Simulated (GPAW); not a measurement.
# PbS (P-6m2) in GPAW: further runs, part 2 of 2

GPAW 26.7.0. The steps go on from the part before.

## Step 3: Equation of state, LDA

File run.py:

```python
from ase import Atoms
from ase.eos import EquationOfState
from ase.io import Trajectory
from ase.units import GPa
from gpaw import GPAW, PW

atoms = Atoms(['Pb', 'S'],
              cell=[[4.0896976867, 0.0, 0.0],
                    [-2.0448488433, 3.5417820905, 0.0],
                    [0.0, 0.0, 3.788167]],
              scaled_positions=[[0.0, 0.0, 0.0],
                                [0.6666666667, 0.3333333333, 0.5]],
              pbc=True)

traj = Trajectory('eos.traj', 'w')
volumes, energies = [], []
for x in [0.94, 0.96, 0.98, 1.0, 1.02, 1.04, 1.06]:
    a = atoms.copy()
    a.set_cell(atoms.cell * x**(1 / 3), scale_atoms=True)
    calc = GPAW(mode=PW(600),
                xc='LDA',
                kpts={'size': (6, 6, 6), 'gamma': True},
                occupations={'name': 'fermi-dirac', 'width': 0.05},
                nbands=19,
                convergence={'density': 1e-05, 'energy': 1e-05},
                maxiter=150,
                txt=f'eos-{x:.2f}.txt')
    a.calc = calc
    energies.append(a.get_potential_energy(force_consistent=True))
    volumes.append(a.get_volume())
    p = -a.get_stress()[:3].mean() / GPa
    calc.write(f'eos-{x:.2f}.gpw')
    traj.write(a)
    print(f'{x:.2f} {volumes[-1]:10.4f} A^3 {energies[-1]:14.6f} eV {p:9.3f} GPa', flush=True)

v0, e0, B = EquationOfState(volumes, energies, eos='birchmurnaghan').fit()
print(f'V0 = {v0:.4f} A^3, E0 = {e0:.6f} eV, B0 = {B / GPa:.2f} GPa')
```

Potentials or basis: the program's PAW data sets (release 1.2.1) made for this functional, pw.

Launch:

```sh
OMP_NUM_THREADS=1 python run.py
```

Log:

```text
__  _  _
 | _ |_)|_||  |
 |__||  | ||/\| - 26.7.0

Input parameters:
  mode=PW(ecut=600.0),
  convergence={'density': 1e-05, 'energy': 1e-05},
  kpts=MonkhorstPack(size=(6, 6, 6), gamma=True),
  maxiter=150,
  nbands=19,
  occupations=Occupations(name='fermi-dirac', width=0.05),
  xc=XC(name='LDA')

Diagonalizing LCAO Hamiltonian
Converting LCAO to pw mode

             S

       Pb

Atoms  # Å, Bohr magnetons
|   | symbol |        x |        y |        z |    initial magnetic moments |
|---|--------|----------|----------|----------|-----------------------------|
| 0 |     Pb | 0.000000 | 0.000000 | 0.000000 | ( 0.0000,  0.0000,  0.0000) |
| 1 |      S | 2.003106 | 1.156494 | 1.855418 | ( 0.0000,  0.0000,  0.0000) |

Unit cell  # Å
| periodic |         x |        y |        z |  lengths |     angles |
|----------|-----------|----------|----------|----------|------------|
|      yes |  4.006211 | 0.000000 | 0.000000 | 4.006211 |  90.000000 |
|      yes | -2.003106 | 3.469481 | 0.000000 | 4.006211 |  90.000000 |
|      yes |  0.000000 | 0.000000 | 3.710836 | 3.710836 | 120.000000 |

Number of symmetries: 12
Symmetry operations  # r_c * U_cc + t_c -> r_c
|    | kind |            matrix            |
|----|------|------------------------------|
|  0 |  σ   |  1, 1, 0,  0,-1, 0,  0, 0, 1 |
|  1 |  C2  |  1, 1, 0,  0,-1, 0,  0, 0,-1 |
|  2 |  E   |  1, 0, 0,  0, 1, 0,  0, 0, 1 |
|  3 |  σ   |  1, 0, 0,  0, 1, 0,  0, 0,-1 |
|  4 |  C3  |  0, 1, 0, -1,-1, 0,  0, 0, 1 |
|  5 |  S3  |  0, 1, 0, -1,-1, 0,  0, 0,-1 |
|  6 |  σ   |  0,-1, 0, -1, 0, 0,  0, 0, 1 |
|  7 |  C2  |  0,-1, 0, -1, 0, 0,  0, 0,-1 |
|  8 |  σ   | -1, 0, 0,  1, 1, 0,  0, 0, 1 |
|  9 |  C2  | -1, 0, 0,  1, 1, 0,  0, 0,-1 |
| 10 |  C3  | -1,-1, 0,  1, 0, 0,  0, 0, 1 |
| 11 |  S3  | -1,-1, 0,  1, 0, 0,  0, 0,-1 |

BZ-sampling:
  Number of BZ points: 216
  Number of IBZ points: 28

  Monkhorst-Pack size: [6, 6, 6]
  Monkhorst-Pack shift: [0.08333333333333333, 0.08333333333333333, 0.08333333333333333]

K-points  # in reciprocal-cell coordinates
|     |                                coordinates |     weight |
|-----|--------------------------------------------|------------|
|   0 | (  0.00000000,   0.00000000,   0.00000000) | 0.00462963 |
|   1 | (  0.00000000,   0.00000000,   0.16666667) | 0.00925926 |
|   2 | (  0.00000000,   0.00000000,   0.33333333) | 0.00925926 |
|   3 | (  0.00000000,   0.00000000,   0.50000000) | 0.00462963 |
|   4 | (  0.16666667,   0.00000000,   0.00000000) | 0.02777778 |
|   5 | (  0.16666667,   0.00000000,   0.16666667) | 0.05555556 |
|   6 | (  0.16666667,   0.00000000,   0.33333333) | 0.05555556 |
|   7 | (  0.16666667,   0.00000000,   0.50000000) | 0.02777778 |
|   8 | (  0.33333333,  -0.16666667,   0.00000000) | 0.02777778 |
|   9 | (  0.33333333,  -0.16666667,   0.16666667) | 0.05555556 |
| ... |                                            |            |
|  27 | (  0.50000000,   0.50000000,   0.50000000) | 0.01388889 |

Plane wave coefficients: 1740
Cutoff: 600.0 eV

Spin-components: 1 (collinear spins)
Bands:           19
Projectors:      11
Spin-degeneracy: 2
Datatype:        complex128

Parallelization:
  kpt:    1
  domain: 1
  band:   1

Density:
  Valence electrons: 20.0
  Components: 1
  Grid points: [24 24 21]
  Charge: 0.0  # |e|

Potential:
  Grid points: [24 24 21]

species:
  Pb:
    name:    Lead
    Z:       82.0
    valence: 14
    core:    68
    charge:  0.0  # [|e|]
    compensation charges:
      type: gauss
      rc: 0.38  # [Å]
      lmax: 2
    cutoffs:
      filter: 2.36  # [Å]
      core: 2.43  # [Å]
    projectors
    | kind |    occ | energy [eV] | rcut [Å] |
    |------|--------|-------------|----------|
    |   6s |  2.000 |     -12.249 |    1.259 |
    |   6p |  2.000 |      -3.713 |    1.275 |
    |   5d | 10.000 |     -21.326 |    1.217 |
    |    s |        |      14.962 |    1.259 |
    |    p |        |      23.498 |    1.275 |
    |    d |        |       5.885 |    1.217 |

    Using partial waves for Pb as LCAO basis

  S:
    name:    Sulfur
    Z:       16.0
    valence: 6
    core:    10
    charge:  0.0  # [|e|]
    compensation charges:
      type: gauss
      rc: 0.24  # [Å]
      lmax: 2
    cutoffs:
      filter: 1.77  # [Å]
      core: 1.66  # [Å]
    projectors
    | kind |    occ | energy [eV] | rcut [Å] |
    |------|--------|-------------|----------|
    |   3s |  2.000 |     -17.278 |    0.974 |
    |   3p |  4.000 |      -7.106 |    0.979 |
    |    s |        |       9.933 |    0.974 |
    |    p |        |      20.105 |    0.979 |
    |    d |        |       0.000 |    0.900 |

    Using partial waves for S as LCAO basis

Reference energy: -577795.517574  # eV

eigensolver:
  PPCG
  Converge bands: occupied
  niter=2

density mixing:
  MSR1-Mixer
  Pratt-step length: 0.05
  Maximum mixing coefficient: 0.75
  Old densities: 10
  SVD Regularization: 0.005
  Good broyden scale: 1.0
  Trust region scale: 1.0
  Backstep threshold: 4.0
  History deletion threshold: 6.0
  Fourier metric: weight=20.0, sigma=0.015

occupation numbers:
  Fermi-Dirac:
    width: 0.0500  # eV

poisson solver:
  ecut: 4800.0  # eV

xc functional:
  name: None

convergence criteria:
- Maximum integral of absolute [dens]ity change: 1e-05 electrons / valence electron
- Maximum [total energy] change in last 3 cyles: 1e-05 eV / valence electron
- Maximum integral of absolute [eigenst]ate change: 4e-08 eV^2 / valence electron
maximum number of iterations: 150

SCF iterations
|iter     | |      energy | eigst |  dens |
|---------|-|-------------|-------|-------|
|iter:   1| |  -10.479968 | -0.12 |       |
|iter:   2| |  -10.365131 | -1.90 | -1.18 |
|iter:   3| |  -10.010763 | -1.73 | -1.23 |
|iter:   4| |  -10.005615 | -3.69 | -1.83 |
|iter:   5| |  -10.004726 | -4.37 | -2.21 |
|iter:   6| |  -10.004735 | -5.70 | -3.15 |
|iter:   7| |  -10.004736c| -6.56 | -3.68 |
|iter:   8| |  -10.004736c| -7.74c| -4.44 |
|iter:   9| |  -10.004736c| -8.13c| -5.22c|

Converged in 9 steps
Energy contributions relative to reference atoms: (reference = -577795.517574)

Energy contributions:
  Kinetic:          13.893986
  Coulomb:         -14.442081
  Zero:              0.035001
  External:          0.000000
  Xc:               -9.490899
  Entropy:          -0.001487
  Spinorbit:         0.000000
  ----------------------------
  Free energy:     -10.005479
  Extrapolated:    -10.004736

dipole moment: (-7.670276, -15.207685, -15.751584)  # |e|*Ang

Fermi level: 6.136
Eigenvalues  # (at kpt = [0.000, 0.000, 0.000])
| band index |      eig [eV] | occ [0-2] |
|------------|---------------|-----------|
|          0 |       -10.833 |     2.000 |
|        ... |               |           |
|          2 |       -10.793 |     2.000 |
|          3 |       -10.689 |     2.000 |
|          4 |       -10.689 |     2.000 |
|          5 |        -7.595 |     2.000 |
|          6 |        -0.332 |     2.000 |
|          7 |         3.602 |     2.000 |
[... 9 lines left out ...]
|         17 |        17.301 |     0.000 |
|         18 |        17.301 |     0.000 |

No gap
No difference between direct/indirect transitions

Stress tensor  # eV/Ang^3
|         x |         y |        z |
|-----------|-----------|----------|
|  0.012065 | -0.000000 | 0.000000 |
| -0.000000 |  0.012065 | 0.000000 |
|  0.000000 |  0.000000 | 0.007213 |

# Writing to eos-0.94.gpw (mode='')
```

Run time: 50 s. Hardware: 1 thread of AMD EPYC 9R45 (Zen 5), shared host; peak memory 0.26 GiB.

Results:

* Equilibrium volume: 25.10 Å³/atom (rough: see the caveat)
* Bulk modulus at fixed shape and positions: 63 GPa (rough)

Energy against volume, from the lowest point:
```csv
volume (Å³/atom),energy (meV/atom)
25.789,0.00
26.338,7.51
26.887,18.63
27.435,33.03
27.984,50.35
28.533,70.26
29.082,92.47
```

Caveat: the minimum lies outside the volumes run; the cell was scaled at fixed shape and fractional positions, which overstates the stiffness of a crystal with free parameters, most of all of layers and chains. Spin-orbit coupling is left out, which matters for the levels of Pb.

## Step 4: Band structure, PBE

File run.py:

```python
from ase import Atoms
from ase.dft.bandgap import bandgap
from ase.io import write
from ase.units import GPa
from gpaw import GPAW, PW

atoms = Atoms(['Pb', 'S'],
              cell=[[4.0896976867, 0.0, 0.0],
                    [-2.0448488433, 3.5417820905, 0.0],
                    [0.0, 0.0, 3.788167]],
              scaled_positions=[[0.0, 0.0, 0.0],
                                [0.6666666667, 0.3333333333, 0.5]],
              pbc=True)

calc = GPAW(mode=PW(600),
            xc='PBE',
            kpts={'size': (6, 6, 6), 'gamma': True},
            occupations={'name': 'fermi-dirac', 'width': 0.05},
            nbands=19,
            convergence={'density': 1e-05, 'energy': 1e-05},
            maxiter=150,
            txt='gpaw.txt')
atoms.calc = calc
energy = atoms.get_potential_energy()
forces = atoms.get_forces()
stress = atoms.get_stress()
calc.write('gs.gpw')
write('result.traj', atoms)
print(f'Energy: {energy:.6f} eV')
print('Forces (eV/A):')
print(forces.round(4))
print('Stress (GPa):', (stress / GPa).round(3))
print('Fermi level:', round(calc.get_fermi_level(), 4), 'eV')
print(f'Gap: {bandgap(calc)[0]:.4f} eV, direct: {bandgap(calc, direct=True)[0]:.4f} eV')

path = atoms.cell.bandpath('GMKGALHA,LM,KH', npoints=60, eps=1e-4)
bs_calc = calc.fixed_density(kpts=path, symmetry='off', nbands=31,
                             convergence={'bands': 'CBM+6.0', 'eigenstates': 1e-6}, txt='bands.txt')
bs = bs_calc.band_structure()
bs.write('bs.json')
print(f'Gap on the path: {bandgap(bs_calc)[0]:.4f} eV')
```

Potentials or basis: GPAW PAW data sets (gpaw-data 1.2.1), pw.

Launch:

```sh
OMP_NUM_THREADS=1 python run.py
```

It took 24 s on 1 thread of AMD EPYC 9R45 (Zen 5), shared host; peak memory 0.27 GiB.

Results (log left out):

```
Free energy             : -8.7443 eV
Pressure                : -0.4 GPa
Band gap along the path : none (metal or under the smearing width)
```

Stress tensor (GPa, compression positive):
```
-0.45  0.00  0.00
 0.00 -0.45  0.00
 0.00  0.00 -0.21
```

Levels at the corners of the path, in eV from the Fermi level:
```tsv
point	band 6	band 7	band 8	band 9	band 10	band 11	band 12	band 13	band 14
Γ	-13.22	-6.46	-2.23	-1.76	-1.76	3.37	3.37	5.19	6.40
M	-12.15	-8.46	-2.77	-1.85	-1.25	1.85	3.84	5.17	5.33
K	-11.97	-8.56	-4.20	-1.10	0.07	1.76	3.45	3.71	8.16
Γ	-13.22	-6.46	-2.23	-1.76	-1.76	3.37	3.37	5.19	6.40
A	-12.13	-8.97	-1.17	-1.17	-0.02	0.80	3.77	3.77	8.11
L	-11.51	-7.37	-4.14	-4.10	-1.50	2.04	2.71	2.72	8.18
H	-11.43	-7.06	-4.18	-4.02	-2.37	-0.40	4.10	5.73	7.63
A	-12.13	-8.97	-1.17	-1.17	-0.02	0.80	3.77	3.77	8.11
L	-11.51	-7.37	-4.14	-4.10	-1.50	2.04	2.71	2.72	8.18
M	-12.15	-8.46	-2.77	-1.85	-1.25	1.85	3.84	5.17	5.33
K	-11.97	-8.56	-4.20	-1.10	0.07	1.76	3.45	3.71	8.16
H	-11.43	-7.06	-4.18	-4.02	-2.37	-0.40	4.10	5.73	7.63
```

Caveat: spin-orbit coupling is left out, which moves the levels of the heavy elements.

## Step 5: Band structure, PBEsol

Edit run.py of step 4 so:

```diff
@@ -4,3 +4,5 @@
 from ase.units import GPa
-from gpaw import GPAW, PW
+from gpaw import GPAW, PW, setup_paths
+
+setup_paths.insert(0, '.')
 
@@ -15,3 +17,3 @@
 calc = GPAW(mode=PW(600),
-            xc='PBE',
+            xc='PBEsol',
             kpts={'size': (6, 6, 6), 'gamma': True},
```

Potentials or basis: PAW data sets generated in the run's folder for this functional, pw.

Launch:

```sh
gpaw-setup -f PBEsol Pb S
OMP_NUM_THREADS=1 python run.py
```

It took 27 s on 1 thread of AMD EPYC 9R45 (Zen 5), shared host; peak memory 0.27 GiB.

It converged, with:

* Free energy: -9.4043 eV
* Pressure: -3.1 GPa
* Band gap along the path: none (metal or under the smearing width)

Stress tensor (GPa, compression positive):
```
-3.07  0.00  0.00
 0.00 -3.07  0.00
 0.00  0.00 -3.24
```

Levels at the corners of the path, in eV from the Fermi level:
```
point  band 6  band 7  band 8  band 9  band 10  band 11  band 12  band 13  band 14
    Γ  -13.23   -6.49   -2.25   -1.76    -1.76     3.31     3.31     5.07     6.35
    M  -12.14   -8.51   -2.79   -1.91    -1.25     1.80     3.77     5.14     5.20
    K  -11.96   -8.61   -4.26   -1.10     0.08     1.68     3.39     3.65     8.05
    Γ  -13.23   -6.49   -2.25   -1.76    -1.76     3.31     3.31     5.07     6.35
    A  -12.12   -9.02   -1.17   -1.17    -0.03     0.69     3.72     3.72     8.02
    L  -11.49   -7.41   -4.19   -4.15    -1.50     1.98     2.63     2.64     8.05
    H  -11.41   -7.10   -4.22   -4.07    -2.39    -0.50     4.05     5.70     7.50
    A  -12.12   -9.02   -1.17   -1.17    -0.03     0.69     3.72     3.72     8.02
    L  -11.49   -7.41   -4.19   -4.15    -1.50     1.98     2.63     2.64     8.05
    M  -12.14   -8.51   -2.79   -1.91    -1.25     1.80     3.77     5.14     5.20
    K  -11.96   -8.61   -4.26   -1.10     0.08     1.68     3.39     3.65     8.05
    H  -11.41   -7.10   -4.22   -4.07    -2.39    -0.50     4.05     5.70     7.50
```

Caveat: spin-orbit coupling is left out, which moves the levels of the heavy elements.

## Step 6: The runs side by side

```tsv
task	level	potentials or basis	band path	band points	pressure (GPa)
band structure	LDA	the program's PAW data sets (release 1.2.1) made for this functional, pw	GMKGALHA,LM,KH	60	-4.7
equation of state	LDA	the program's PAW data sets (release 1.2.1) made for this functional, pw	-	-	-
band structure	PBE	GPAW PAW data sets (gpaw-data 1.2.1), pw	GMKGALHA,LM,KH	60	-0.4
band structure	PBEsol	PAW data sets generated in the run's folder for this functional, pw	GMKGALHA,LM,KH	60	-3.1
```

Alike in all rows: no spin polarisation; cell as given; k mesh 6 × 6 × 6; cutoff (eV) 600; smearing fermi-dirac 0.05 eV.

Caveats: spin-orbit coupling is left out, which moves the levels of the heavy elements (some runs); the minimum lies outside the volumes run (some runs); the cell was scaled at fixed shape and fractional positions, which overstates the stiffness of a crystal with free parameters, most of all of layers and chains (some runs).

Total energies depend on the potentials used, so only differences within one code and one set of settings carry meaning.
